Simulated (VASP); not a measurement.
**KF: equation of state with PBE**

The system is KF.

```xyz
2
Lattice="3.2590 0.0000 0.0000 0.0000 3.2590 0.0000 0.0000 0.0000 3.2590" Properties=species:S:1:pos:R:3 pbc="T T T"
K     0.0000    0.0000    0.0000
F     1.6295    1.6295    1.6295
```

The cell comes from a database or a generator and needn't be the stable form of this composition.

| Quantity | Value |
| --- | --- |
| Program | VASP 6.6.1 |
| Task | equation of state |
| Functional | PBE |
| Potentials or basis | VASP PAW PBE potentials, release 64 (K_sv, F) |
| Cutoff | 520 eV |
| k mesh | 8 × 8 × 8 |
| Occupations | fermi-dirac, width 0.05 eV |
| Spin | no spin polarisation |
| Further INCAR settings | ALGO = Normal; EDIFF = 1e-07; NBANDS = 15 |

The equilibrium volume is 17.42 Å³/atom, the bulk modulus is 33 GPa and the pressure derivative of the bulk modulus is 4.8.

Energy against volume, from the lowest point:
```csv
volume (Å³/atom),energy (meV/atom)
16.268,8.86
16.614,4.12
16.960,1.24
17.306,0.00
17.652,0.23
17.999,1.77
18.345,4.47
```

All runs of the series together: 2.4 min on 1 thread of Intel(R) Xeon(R) Platinum 8375C CPU @ 2.90GHz (Ice Lake), on a shared host.
